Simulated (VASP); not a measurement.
CdTe: single point with PBEsol

**What was measured.**

From a printed reference work, data compilation, for a bulk crystal of CdTe at 0 K: band gap 1.607 eV.

Crystal: CdTe.

```xyz
2
Lattice="0.0000 3.2050 3.2050 3.2050 0.0000 3.2050 3.2050 3.2050 0.0000" Properties=species:S:1:pos:R:3 pbc="T T T"
Cd    0.0000    0.0000    0.0000
Te    1.6025    1.6025    1.6025
```

```
Program                : VASP 6.6.1
Task                   : single point
Functional             : PBEsol
Potentials or basis    : VASP PAW PBE potentials, release 64 (Cd, Te)
Cutoff                 : 520 eV
k mesh                 : 10 × 10 × 10
Occupations            : gaussian, width 0.05 eV
Spin                   : no spin polarisation
Dipole correction      : no
Further INCAR settings : ALGO = Normal; EDIFF = 1e-06; NBANDS = 16
```

| Quantity | Value |
| --- | --- |
| Pressure | 1.8 GPa |
| Band gap on the k mesh | 0.76 eV, direct |

Levels at points of the mesh, in eV from the valence-band top:
```tsv
k point	band 6	band 7	band 8	band 9	band 10	band 11	band 12	band 13
(0.00, 0.00, 0.00)	-8.09	0.00	0.00	0.00	0.76	4.52	4.52	4.52
(0.50, 0.00, 0.00)	-7.71	-4.67	-0.83	-0.83	1.76	5.11	5.11	6.95
(0.50, 0.50, 0.00)	-7.57	-4.51	-2.00	-2.00	2.41	2.59	8.91	9.24
```

Run time: 86 s on 1 thread of Intel(R) Xeon(R) Platinum 8175M CPU @ 2.50GHz (Skylake/Cascade Lake), with other jobs on the host, peak memory 0.23 GiB.

Measured gap of CdTe: 1.607 eV (0 K; a printed reference work, data compilation). This calculation gives 0.76 eV (-0.85 eV). Spin-orbit coupling on Cd, Te is left out. The value is that of PBEsol, without temperature or zero-point motion. Semilocal functionals fall short of measured gaps as a rule.

Caveat: the PAW data sets were made with another functional, which shifts forces and pressure a little; spin-orbit coupling is left out, which moves the levels of the heavy elements.
